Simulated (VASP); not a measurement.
CsSnBr3:

```
Cs Sn Br
1.0
     5.81000    0.00000    0.00000
     0.00000    5.81000    0.00000
     0.00000    0.00000    5.81000
Cs Sn Br
1 1 3
Direct
  0.50000 0.50000 0.50000
  0.00000 0.00000 0.00000
  0.50000 0.00000 0.00000
  0.00000 0.50000 0.00000
  0.00000 0.00000 0.50000
```

The cell was built by a generator and needn't be a form met in nature.

- Program: VASP 6.6.1
- Task: relaxation of cell and atoms
- Functional: LDA
- Potentials or basis: VASP PAW LDA potentials, release 64 (Cs_sv, Sn_d, Br)
- Cutoff: 600 eV
- k mesh: 6 × 6 × 6
- Occupations: gaussian, width 0.01 eV
- Spin: no spin polarisation

At the start: pressure -1.6 GPa; volume 39.22 Å³/atom.

Problem. Where does the relaxation end?

Solution. Over 8 steps the energy falls by 14.7 meV/atom and the volume is 36.46 Å³/atom (-7.1 %); space group Pm-3m (No. 221, to 0.05 Å).

The path:
| step | energy change (eV) | largest force (eV/Å) | pressure (GPa) | volume (Å³) |
| --- | --- | --- | --- | --- |
| 1 | 0.0000 | 0.0000 | -1.60 | 196.12 |
| 2 | -0.0695 | 0.0000 | -0.37 | 185.24 |
| 3 | -0.0734 | 0.0000 | -0.08 | 182.68 |
| 4 | -0.0735 | 0.0000 | 0.03 | 182.02 |
| 5 | -0.0735 | 0.0000 | -0.03 | 182.29 |
| 6 | -0.0735 | 0.0000 | -0.03 | 182.29 |
| 7 | -0.0735 | 0.0000 | -0.03 | 182.28 |
| 8 | -0.0735 | 0.0000 | -0.02 | 182.28 |

Final structure:
```
Cs Sn Br
1.0
     5.66998    0.00000    0.00000
     0.00000    5.66998    0.00000
     0.00000    0.00000    5.66998
Cs Sn Br
1 1 3
Direct
  0.50000 0.50000 0.50000
  0.00000 0.00000 0.00000
  0.50000 0.00000 0.00000
  0.00000 0.50000 0.00000
  0.00000 0.00000 0.50000
```
